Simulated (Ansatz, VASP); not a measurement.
# Cross-check of ZnS between VASP and Ansatz

Wanted: the spread between two codes on one cell, functional and k mesh. The cell is taken from a series of runs on this material, whose earlier steps may have relaxed, scaled, displaced or heated it; both programs get it as it stands.

Program: Ansatz 0.2.0. Level of theory: plane waves, with VASP 6.6.1 beside it; zone-centre phonons at LDA. Results are calculated unless marked as measured.

**1. The structure**

The structure is orthorhombic, space group Imm2 (No. 44). Conventional cell: a = 3.670 Å, b = 3.745 Å, c = 5.361 Å, α = 90.00°, β = 90.00°, γ = 90.00°. S has 4 Zn at 2.28 to 2.29 Å nearest. Nearest to Zn lie 4 S at 2.28 to 2.29 Å. Farther neighbours and most contacts between anions are not listed.

Coordinates:

```
S Zn
1.0
    -0.02630    2.62169    2.68051
     2.62169   -0.02630    2.68051
     2.59539    2.59539    0.00000
S Zn
1 1
Direct
  0.00192 0.00192 0.99808
  0.74808 0.74808 0.75192
```

**2. VASP: zone-centre phonons, LDA, pair 1**

Second derivatives magnify differences that forces hide, and they need a tight electronic threshold.

Lines of VASP's logs that name or quote its potential files are left out, and so is its time.

Contents of INCAR:

```
SYSTEM = ZnS
PREC = Accurate
ENCUT = 500
EDIFF = 1E-08
NELM = 120
ISMEAR = 0
SIGMA = 0.01
LREAL = .FALSE.
ALGO = Normal
GGA = CA
NBANDS = 15
LORBIT = 11
LWAVE = .FALSE.
LCHARG = .FALSE.
ISIF = 2
IBRION = 8
LASPH = .TRUE.
GGA_COMPAT = .FALSE.
EFERMI = MIDGAP
KPAR = 2
```

Contents of POSCAR:

```
ZnS
1.0
   -0.0262969366      2.6216875549      2.6805067638
    2.6216875549     -0.0262969366      2.6805067638
    2.5953906183      2.5953906183      0.0000000000
S Zn
1 1
Direct
    0.0019221632      0.0019221632      0.9980778368
    0.7480778368      0.7480778368      0.7519221632
```

Contents of KPOINTS:

```
Automatic mesh
0
Gamma
12 12 12
0 0 0
```

PAW data sets: S and Zn (LDA family, release 64).

Run with:

```sh
$ mpirun -np 2 vasp_std
```

Numbers of over 12 decimals in the logs are rounded to 6 here.

The program printed:

```text
[banner, memory and clock lines left out]
running    2 mpi-ranks, on    1 nodes
 distrk:  each k-point on    1 cores,    2 groups
 distr:  one band on    1 cores,    1 groups

 POSCAR found type information on POSCAR S Zn
 POSCAR found :  2 types and       2 ions
 LDA part: xc-table for (Slater(with rela. corr.)+CA(PZ))
 , standard interpolation
 POSCAR, INCAR and KPOINTS ok, starting setup
 FFT: planning ... GRIDC
 FFT: planning ... GRID_SOFT
 FFT: planning ... GRID
 WAVECAR not read
 entering main loop
       N       E                     dE             d eps       ncg     rms          rms(c)
DAV:   1     0.810424711774E+02    0.81042E+02   -0.85248E+03  8400   0.141E+03
DAV:   2    -0.341570098033E+01   -0.84458E+02   -0.79299E+02  9457   0.266E+02
DAV:   3    -0.858959279062E+01   -0.51739E+01   -0.51487E+01 10381   0.634E+01
DAV:   4    -0.864291170136E+01   -0.53319E-01   -0.53302E-01 10346   0.672E+00
DAV:   5    -0.864351445287E+01   -0.60275E-03   -0.60273E-03 10486   0.690E-01    0.779E+00
DAV:   6    -0.823907181434E+01    0.40444E+00   -0.81135E-01 12688   0.341E+01    0.595E+00
DAV:   7    -0.820906482379E+01    0.30007E-01   -0.25894E-01 10290   0.548E+00    0.283E+00
DAV:   8    -0.820290278451E+01    0.61620E-02   -0.59400E-03 12721   0.137E+00    0.648E-01
DAV:   9    -0.820233754971E+01    0.56523E-03   -0.12678E-03  9723   0.273E-01    0.797E-02
DAV:  10    -0.820235234778E+01   -0.14798E-04   -0.91043E-05 10703   0.919E-02    0.274E-02
DAV:  11    -0.820234933924E+01    0.30085E-05   -0.11392E-05 13139   0.742E-02    0.511E-03
DAV:  12    -0.820234943702E+01   -0.97775E-07   -0.13017E-06 10122   0.142E-02    0.235E-03
DAV:  13    -0.820234944635E+01   -0.93326E-08   -0.76434E-08 10941   0.303E-03
   1 F= -.82023494E+01 E0= -.82023494E+01  d E =0.000000E+00
 Linear response reoptimize wavefunctions to high precision
DAV:   1    -0.820234944656E+01   -0.20509E-09   -0.23193E-09  7859   0.112E-03
DAV:   2    -0.820234944661E+01   -0.55934E-10   -0.59319E-10  6132   0.215E-04
 Linear response DOF=           4
 Linear response progress:
  Degree of freedom:   1/  4
       N       E                     dE             d eps       ncg     rms          rms(c)
RMM:   1    -0.105401107347E+00   -0.10540E+00    0.49959E-02 65465   0.231E+00
RMM:   2    -0.102884234237E+00    0.25169E-02   -0.50163E-03 41595   0.693E-01    0.175E-01
RMM:   3    -0.103279567523E+00   -0.39533E-03   -0.35036E-04 45608   0.153E-01    0.875E-02
RMM:   4    -0.103677298716E+00   -0.39773E-03   -0.54147E-05 46160   0.543E-02    0.169E-02
RMM:   5    -0.103691234695E+00   -0.13936E-04   -0.32189E-06 48128   0.133E-02    0.950E-03
RMM:   6    -0.103676029353E+00    0.15205E-04   -0.26606E-07 47388   0.404E-03    0.459E-03
RMM:   7    -0.103678939810E+00   -0.29105E-05   -0.92386E-08 46903   0.132E-03    0.707E-04
RMM:   8    -0.103679381968E+00   -0.44216E-06   -0.95401E-09 50170   0.309E-04    0.120E-04
RMM:   9    -0.103678881601E+00    0.50037E-06   -0.30338E-09 49387   0.103E-04    0.416E-05
RMM:  10    -0.103679037263E+00   -0.15566E-06   -0.78749E-09 49090   0.460E-05    0.759E-06
RMM:  11    -0.103679051929E+00   -0.14666E-07   -0.51113E-09 49239   0.241E-05    0.548E-06
RMM:  12    -0.103679037300E+00    0.14630E-07   -0.29843E-09 42302   0.138E-05    0.489E-07
RMM:  13    -0.103679039912E+00   -0.26121E-08    0.26409E-09 31155   0.107E-05    0.124E-07
 first order change of Fermi-energy   0.17008E-03
 force on displaced ion       1 direction 1 :  -6.886  -0.030   0.001
 Linear response progress:
  Degree of freedom:   2/  4
       N       E                     dE             d eps       ncg     rms          rms(c)
RMM:   1    -0.105283385096E+00   -0.10528E+00    0.55506E-02 20837   0.232E+00
RMM:   2    -0.103091839829E+00    0.21915E-02   -0.50163E-03 13547   0.680E-01    0.179E-01
RMM:   3    -0.103489039631E+00   -0.39720E-03   -0.35472E-04 14633   0.151E-01    0.894E-02
RMM:   4    -0.103893290953E+00   -0.40425E-03   -0.53553E-05 14785   0.551E-02    0.172E-02
RMM:   5    -0.103903548327E+00   -0.10257E-04   -0.34421E-06 15351   0.138E-02    0.949E-03
RMM:   6    -0.103888406078E+00    0.15142E-04   -0.14569E-07 15161   0.409E-03    0.485E-03
RMM:   7    -0.103891788117E+00   -0.33820E-05   -0.76279E-08 14916   0.138E-03    0.624E-04
RMM:   8    -0.103891920022E+00   -0.13191E-06    0.42169E-09 15950   0.305E-04    0.138E-04
RMM:   9    -0.103891416259E+00    0.50376E-06   -0.33772E-09 15780   0.102E-04    0.446E-05
RMM:  10    -0.103891568276E+00   -0.15202E-06   -0.78253E-10 15506   0.458E-05    0.983E-06
RMM:  11    -0.103891557913E+00    0.10363E-07   -0.21492E-09 15586   0.213E-05    0.507E-06
RMM:  12    -0.103891545812E+00    0.12102E-07   -0.38874E-09 13600   0.120E-05    0.614E-07
RMM:  13    -0.103891548096E+00   -0.22844E-08   -0.28530E-09 10771   0.931E-06    0.145E-07
 first order change of Fermi-energy   0.35926E+00
 force on displaced ion       1 direction 3 :   0.000   0.000  -7.060
 Linear response progress:
  Degree of freedom:   3/  4
       N       E                     dE             d eps       ncg     rms          rms(c)
RMM:   1    -0.212520864913E+00   -0.21252E+00    0.22439E-03 36681   0.218E+00
RMM:   2    -0.210413578961E+00    0.21073E-02   -0.30399E-03 41670   0.479E-01    0.124E-01
RMM:   3    -0.210211950026E+00    0.20163E-03   -0.71880E-05 49730   0.699E-02    0.727E-02
RMM:   4    -0.209954560688E+00    0.25739E-03   -0.13640E-05 49158   0.273E-02    0.402E-03
RMM:   5    -0.209954714966E+00   -0.15428E-06   -0.28480E-07 51544   0.469E-03    0.146E-03
RMM:   6    -0.209959559942E+00   -0.48450E-05   -0.33846E-08 51058   0.146E-03    0.279E-04
RMM:   7    -0.209960072394E+00   -0.51245E-06   -0.15315E-08 51894   0.370E-04    0.123E-04
RMM:   8    -0.209959990269E+00    0.82125E-07   -0.58372E-09 49487   0.158E-04    0.303E-05
RMM:   9    -0.209959814062E+00    0.17621E-06   -0.14129E-09 52043   0.565E-05    0.125E-05
RMM:  10    -0.209959771597E+00    0.42465E-07   -0.12222E-09 52682   0.252E-05    0.117E-06
RMM:  11    -0.209959777367E+00   -0.57704E-08   -0.13499E-09 45082   0.141E-05    0.451E-07
 first order change of Fermi-energy  -0.31537E-04
 force on displaced ion       2 direction 1 :  -6.898   0.004   0.000
 Linear response progress:
  Degree of freedom:   4/  4
       N       E                     dE             d eps       ncg     rms          rms(c)
RMM:   1    -0.212429052315E+00   -0.21243E+00    0.37607E-03 11925   0.218E+00
RMM:   2    -0.210571906767E+00    0.18571E-02   -0.29658E-03 13415   0.472E-01    0.127E-01
RMM:   3    -0.210367986947E+00    0.20392E-03   -0.69582E-05 15881   0.693E-02    0.744E-02
RMM:   4    -0.210111305840E+00    0.25668E-03   -0.13194E-05 15684   0.271E-02    0.443E-03
RMM:   5    -0.210110755809E+00    0.55003E-06   -0.36282E-07 16488   0.478E-03    0.147E-03
RMM:   6    -0.210115330554E+00   -0.45747E-05   -0.24405E-08 16332   0.148E-03    0.282E-04
RMM:   7    -0.210115787795E+00   -0.45724E-06   -0.19087E-08 16583   0.383E-04    0.132E-04
RMM:   8    -0.210115885114E+00   -0.97319E-07   -0.22713E-09 16159   0.170E-04    0.357E-05
RMM:   9    -0.210115680878E+00    0.20424E-06   -0.18653E-09 16531   0.573E-05    0.159E-05
RMM:  10    -0.210115643866E+00    0.37012E-07   -0.40906E-11 16812   0.250E-05    0.124E-06
RMM:  11    -0.210115647403E+00   -0.35375E-08   -0.25703E-10 14100   0.142E-05    0.605E-07
 first order change of Fermi-energy  -0.35862E+00
 force on displaced ion       2 direction 3 :   0.000   0.000  -7.069
 Linear response finished
```

Parts of OUTCAR (step 2):

```text
ion  position               nearest neighbor table
   1  0.002  0.002  0.998-   2 2.28   2 2.28   2 2.29   2 2.29
   2  0.748  0.748  0.752-   1 2.28   1 2.28   1 2.29   1 2.29

  LATTYP: Found a body centered orthorhombic cell.
 ALAT       =     3.6704366121
 B/A-ratio  =     1.0202643382
 C/A-ratio  =     1.4605928652

 Subroutine GETGRP returns: Found  4 space group operations
 (whereof  4 operations were pure point group operations)

The static configuration has the point symmetry C_2v.

 Found    280 irreducible k-points:

   k-points           NKPTS =    280   k-points in BZ     NKDIM =    280   number of bands    NBANDS=     15

   dimension x,y,z NGX =    28 NGY =   28 NGZ =   28
   dimension x,y,z NGXF=    56 NGYF=   56 NGZF=   56

   ENCUT  =  500.0 eV  36.75 Ry    6.06 a.u.   6.84  6.84  6.69*2*pi/ulx,y,z

   NELECT =      18.0000    total number of electrons

 k-points in reciprocal lattice and weights: Automatic mesh
   0.00000000  0.00000000  0.00000000       0.001
   0.08333333 -0.00000000  0.00000000       0.002
   0.16666667 -0.00000000  0.00000000       0.002
   0.25000000 -0.00000000  0.00000000       0.002
   0.33333333 -0.00000000  0.00000000       0.002
   0.41666667 -0.00000000  0.00000000       0.002
   0.50000000 -0.00000000  0.00000000       0.001
   0.08333333  0.08333333  0.00000000       0.001
   0.16666667  0.08333333  0.00000000       0.002
[...]
0.25000000  0.25000000  0.50000000       0.001
  -0.25000000  0.25000000  0.50000000       0.001

 average (electrostatic) potential at core
       1 -88.6906       2 -36.9882

  Total        0.3022293      0.3022293      0.0626629      0.2424433      0.0000000      0.0000000
  in kB       13.1426232     13.1426232      2.7249328     10.5427955      0.0000000      0.0000000
  external PRESSURE =       9.6700597 kB  Pullay stress =       0.0000000 kB

  energy-cutoff  :      500.00
  volume of cell :       36.84
      direct lattice vectors                 reciprocal lattice vectors
    -0.026296937  2.621687555  2.680506764    -0.188822858  0.188822858  0.186531893
     2.621687555 -0.026296937  2.680506764     0.188822858 -0.188822858  0.186531893
     2.595390618  2.595390618  0.000000000     0.192649228  0.192649228 -0.186531893

 POSITION                                       TOTAL-FORCE (eV/Angst)
 -----------------------------------------------------------------------------------
      2.59539      2.59539      0.01030        -0.000000     -0.000000      0.000462
      3.89309      3.89309      4.01046         0.000000      0.000000     -0.000462
 -----------------------------------------------------------------------------------
    total drift:                                0.000001      0.000001     -0.000075

 Eigenvectors and eigenvalues of the dynamical matrix
 ----------------------------------------------------

   1 f  =    8.957388 THz    56.280931 2PiTHz  298.786317 cm-1    37.044765 meV
             X         Y         Z           dx          dy          dz
      2.595391  2.595391  0.010305    -0.000000   -0.000000    0.818959
      3.893086  3.893086  4.010455     0.000000    0.000000   -0.573852

   2 f  =    8.859110 THz    55.663430 2PiTHz  295.508100 cm-1    36.638318 meV
             X         Y         Z           dx          dy          dz
      2.595391  2.595391  0.010305     0.579522    0.579522    0.000000
      3.893086  3.893086  4.010455    -0.405160   -0.405160   -0.000000

   3 f  =    8.834770 THz    55.510498 2PiTHz  294.696210 cm-1    36.537657 meV
             X         Y         Z           dx          dy          dz
      2.595391  2.595391  0.010305    -0.578574    0.578574    0.000000
      3.893086  3.893086  4.010455     0.406513   -0.406513   -0.000000

   4 f/i=    0.002629 THz     0.016516 2PiTHz    0.087680 cm-1     0.010871 meV
             X         Y         Z           dx          dy          dz
      2.595391  2.595391  0.010305    -0.000000   -0.000000    0.573852
      3.893086  3.893086  4.010455    -0.000000   -0.000000    0.818959

   5 f/i=    0.006808 THz     0.042775 2PiTHz    0.227085 cm-1     0.028155 meV
             X         Y         Z           dx          dy          dz
      2.595391  2.595391  0.010305    -0.405160   -0.405160   -0.000000
      3.893086  3.893086  4.010455    -0.579522   -0.579522   -0.000000

   6 f/i=    0.013856 THz     0.087061 2PiTHz    0.462195 cm-1     0.057305 meV
             X         Y         Z           dx          dy          dz
      2.595391  2.595391  0.010305     0.406513   -0.406513   -0.000000
      3.893086  3.893086  4.010455     0.578574   -0.578574   -0.000000

 ELASTIC MODULI CONTR FROM IONIC RELAXATION (kBar)
 Direction    XX          YY          ZZ          XY          YZ          ZX
 --------------------------------------------------------------------------------
 XX          -0.6491     -0.6491     -0.9608    -14.2143      0.0000      0.0000
 YY          -0.6491     -0.6491     -0.9608    -14.2143      0.0000      0.0000
 ZZ          -0.9608     -0.9608     -1.4221    -21.0395      0.0000     -0.0000
 XY         -14.2143    -14.2143    -21.0395   -311.2662      0.0000      0.0000
 YZ           0.0000      0.0000      0.0000      0.0000   -301.4368    -15.7866
 ZX           0.0000      0.0000     -0.0000      0.0000    -15.7866   -293.2347
 --------------------------------------------------------------------------------
```

**3. Ansatz: zone-centre phonons, LDA, pair 1**

Ansatz runs on its PAW soft_1 files.

The same cell, functional (in two slightly different forms) and mesh now go to Ansatz, which takes its cutoff from its data sets.

Contents of input.yaml:

```yaml
crystal:
  lattice:
    - [-0.0262969366, 2.6216875549, 2.6805067638]
    - [2.6216875549, -0.0262969366, 2.6805067638]
    - [2.5953906183, 2.5953906183, 0.0]
  atoms:
    - { symbol: S, position: [0.0019221632, 0.0019221632, -0.0019221632] }
    - { symbol: Zn, position: [0.7480778368, 0.7480778368, 0.7519221632] }
kpoints:
  mp_grid: { grid: [12, 12, 12] }
hamiltonian:
  xc: lda
  pseudopotentials: { kind: paw, azcp: { folder: soft_1 }, xc_functional: pbe }
scf:
  occupations: { method: fixed }
output:
  eigenvalues: true
phonons:
  method: dfpt
```

Run with:

```sh
$ ansatz run input.yaml --threads 4 --pin off --max-ram 10240MiB --backend cpu --events-out ev --progress --plain --runs-dir out
```

The program printed:

```text
zone centre: on kpoints.mp_grid the ground state, and the responses unless they are solved on pairs of k-points, stand on 476 of the mesh's 1728 k-points, reduced under 2 symmetry operations, with k and −k counted as one. Each operation leaves every solved displacement unchanged or reverses it
Engine: ansatz 0.2.0, aarch64-unknown-linux-gnu
Pseudopotentials: kind: paw
Pseudopotential: S, paw, valence charge 6, recommended cutoff 420 eV (normal), soft_1/S.paw.azcp
Pseudopotential: Zn, paw, valence charge 12, recommended cutoff 420 eV (normal), soft_1/Zn.paw.azcp
Functional definition: SPW92
  exchange = slater_x
  correlation = pw_c
Crystal: 2 atoms, lattice volume = 36.844 Å³
Basis set: ecut = 420 eV, 721 PW (Γ), exchange–correlation on 54×54×54 points (8 copies of the dense FFT grid, shifted against one another)
Bands: 13, of which v1, the nominal top of the filled ones, is band 9 counted from 1 (8 counted from 0)
Symmetry: 4 space group operations
k-points: 476 of 1728 (irreducible under 2 space group operations, time reversal used)
Non-local potential: S, projectors of the file, l = 0: 2, l = 1: 2, l = 2: 1
Non-local potential: Zn, projectors of the file, l = 0: 2, l = 1: 2, l = 2: 3, l = 3: 1
PAW form: soft (Blöchl's): semilocal exchange-correlation on the pseudo side does not see the compensation charge
PAW frozen core: S, regenerated for the run's functional, and the local potential with it (the file was generated under x = pbe(κ = 0.804, μ = 0.219515), c = pbe(β = 0.066725))
PAW frozen core: Zn, regenerated for the run's functional, and the local potential with it (the file was generated under x = pbe(κ = 0.804, μ = 0.219515), c = pbe(β = 0.066725))
PAW one-centre angular grid: S, 110 points (default); XC on 64 Gauss nodes
PAW one-centre angular grid: Zn, 590 points (default); XC on 64 Gauss nodes
Initial density: superposition of atomic densities (chi_scale 0.1, normalization cell, long waves kept (reshape's long-wave potential 0.00 eV rms))
Initial wavefunctions: pseudopotential atomic-orbital guess
Functional: x = slater, c = lda
SCF iter   1: F=—  HF=-4117.542151 eV  |F-HF|=—  |Δ(HF+E_count)|=         —  Δρ=3.83e-2  dr2=3.40e-1  ethr=3.10e-3  ⟨swp⟩=5.1  Hψ=37116  notcnv=0  defer=923
preconditioner: auto → none  [insulator: Δε(μ)=2.324 eV  Ē_g=12.825 eV  n_scr=14 (ndim 8)  ℏωp=26.0 eV  f_vac=0.000  ε∞_Penn≈5.1]
SCF iter   2: F=—  HF=-4117.453538 eV  |F-HF|=—  |Δ(HF+E_count)|=   8.86e-2  Δρ=1.47e-2  dr2=4.07e-2  ethr=1.89e-3  ⟨swp⟩=2.5  Hψ=14621  notcnv=0  defer=929
SCF iter   3: F=—  HF=-4117.442772 eV  |F-HF|=—  |Δ(HF+E_count)|=   1.08e-2  Δρ=9.83e-3  dr2=1.74e-2  ethr=2.26e-4  ⟨swp⟩=2.0  Hψ=10952  notcnv=0  defer=948
SCF iter   4: F=—  HF=-4117.437952 eV  |F-HF|=—  |Δ(HF+E_count)|=   4.82e-3  Δρ=2.37e-3  dr2=1.34e-3  ethr=9.67e-5  ⟨swp⟩=2.0  Hψ=14755  notcnv=0  defer=951
SCF iter   5: F=—  HF=-4117.437773 eV  |F-HF|=—  |Δ(HF+E_count)|=   1.79e-4  Δρ=6.25e-4  dr2=8.16e-5  ethr=7.45e-6  ⟨swp⟩=2.1  Hψ=10568  notcnv=0  defer=952
SCF iter   6: F=—  HF=-4117.437785 eV  |F-HF|=—  |Δ(HF+E_count)|=   1.21e-5  Δρ=1.36e-4  dr2=3.04e-6  ethr=4.53e-7  ⟨swp⟩=2.4  Hψ=10432  notcnv=0  defer=3
SCF iter   7: F=—  HF=-4117.437785 eV  |F-HF|=—  |Δ(HF+E_count)|=   3.16e-7  Δρ=1.15e-5  dr2=4.51e-8  ethr=1.69e-8  ⟨swp⟩=2.0  Hψ=9416  notcnv=0
SCF iter   8: F=—  HF=-4117.437785 eV  |F-HF|=—  |Δ(HF+E_count)|=   1.19e-7  Δρ=4.49e-6  dr2=3.65e-9  ethr=2.50e-10  ⟨swp⟩=2.1  Hψ=10439  notcnv=0
SCF iter   9: F=-4117.437785 eV  HF=-4117.437785 eV  |F-HF|=4.00e-11  |Δ(HF+E_count)|=   2.33e-9  Δρ=3.39e-7  dr2=2.28e-11  ethr=1.00e-12  ⟨swp⟩=7.5  Hψ=49049  notcnv=0
SCF 1 converged in 9 iterations: F = -4117.437785 eV  dr2 = 2.28e-11
  greatest PAW one-centre occupation: 0.983 electrons in one spin orbital (limit 2), on the Zn atom at site 1 (counted from 0), in its partial waves of l = 2
DFPT response loops at Γ: preconditioner auto → none (the input reference at scf.mixing.eps_inf says where Resta's filter doesn't serve); β = 0.50; Broyden in place of MSR1
SCF converged after 9 iterations
Free energy (F): -4117.437785 eV
Harris-Foulkes:  -4117.437785 eV  (|F-HF|=4.00e-11)
Internal energy: -4117.437785 eV  (E = F + TS)
E sigma→0 (E₀):  -4117.437785 eV
Fermi energy:    6.503464 eV
--- Per-component energies (eV) ---
  E_band       = 10.009737
  E_kinetic    = 256.133800
  E_local      = -2227.469552  (includes V_loc(G=0)·N_el)
  E_nonlocal   = 857.419483
  E_hartree    = 846.063165
  E_xc         = -166.965395
  E_vxc        = -135.879453  (∫ρ·V_xc dr)
  E_paw        = -2401.914161  (= ΣΔE_a)
  E_vpaw       = -432.320389  (= ΣTr[D̂ρ^β])
  E_aug_tail   = -0.000254  (compensation charges beyond the density's cutoff)
  E_ewald      = -1282.415212
  E_core_change = 1.710341  (= ΣΔE_core)
  E_smearing   = -0.000000  (= −TS)
  E_closure    = -0.000000  (closes the sum)
  Σ components = -4117.437785   (vs F -4117.437785, Δ=0.00e0)
--- Band table (eV; the first three rows and the last of 476) ---
  k-point 0: bands = [... 5 lower, 0.2005, 6.3514, 6.3821, 6.5035, 8.5610, 12.4401, 12.5825, 12.7274]
  k-point 1: bands = [... 5 lower, 0.1985, 5.8101, 6.3041, 6.3263, 9.0371, 12.5830, 12.5896, 12.7723]
  k-point 2: bands = [... 5 lower, 0.1950, 4.6350, 6.1047, 6.1064, 9.6386, 12.6726, 12.9196, 13.0634]
  k-point 475: bands = [... 5 lower, 0.4147, 1.3759, 3.8754, 4.1091, 9.4968, 10.4564, 17.4212, 18.6437]
--- Phonons (Γ-DFPT): 4 representative perturbations + reference, on 476 of 1728 k-points (Σ response iterations 12) ---
  k mesh reduced under 2 symmetry operations, with k and −k counted as one. Each operation leaves every solved displacement unchanged or reverses it
  ASR residual: 3.165e-4 → 0.000e0 eV/Å²; symmetrization residual: 3.376e-6 eV/Å²
  ASR residual per site (eV/Å²): 1.26e-5 3.16e-4
  Γ frequencies (cm⁻¹): 0.00 0.00 0.00 292.49 294.02 297.09
  non-analytic LO–TO correction: not included (Born effective charges unavailable; polar crystals: no LO–TO splitting at Γ)
```

The column dr2 measures how far the density is from self-consistency, as an energy; F and HF (Harris–Foulkes) agree once it is small.

(Part 1 of 2 ends here.)

[Lines on the potential files, build, host, timing and source positions are cut from VASP's logs without a mark.]

[Logs are printed without paths, hosts, clocks, repeated set-up lines and the standing remarks that a program may print on its own settings, such as how far it seeks lower states.]

[Hosts, paths, dates, database ids (printed as entryN), source tags and the programs' standing remarks are cut or masked in the printed files.]
